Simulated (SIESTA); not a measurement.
TiO2 (Anatase):

```xyz
6
Lattice="-1.8921 1.8921 4.7573 1.8921 -1.8921 4.7573 1.8921 1.8921 -4.7573" Properties=species:S:1:pos:R:3 pbc="T T T"
Ti    0.0000    1.8921    2.3786
Ti    0.0000    0.0000    0.0000
O     0.0000    0.0000    7.5346
O     0.0000    1.8921    0.3987
O     0.0000    1.8921    4.3586
O     0.0000    0.0000    1.9800
```

Base run:

```yaml
Program: SIESTA 5.4.2
Functional: BLYP
Potentials_or_basis: PseudoDojo 0.4 standard (PBE files)
Basis: DZP (energy shift 0.002 Ry)
Grid_cutoff: 800 Ry
Energy_shift: 0.002 Ry
k_mesh: 7 × 7 × 7
Occupations: fermi-dirac, width 0.05 eV
Spin: no spin polarisation
```

Its results: band gap on the k mesh 1.95 eV, indirect (least direct gap 2.29 eV); pressure 14.1 GPa; largest force 0.305 eV/Å.

Problem. The run is repeated on the same cell with these changes: functional from BLYP to vdW-DF-cx. What comes out?

Solution. Band gap on the k mesh 1.94 eV, indirect (least direct gap 2.28 eV); pressure 3.5 GPa; largest force 0.171 eV/Å.

Caveats: semicore shells carry a single zeta, which can move pressures by several GPa and volumes by a few percent; the potentials were made for another functional, which shifts forces and pressure; the basis of atomic orbitals isn't converged, which shifts pressures, moduli and gaps.

Not every run made on this cell is shown here.
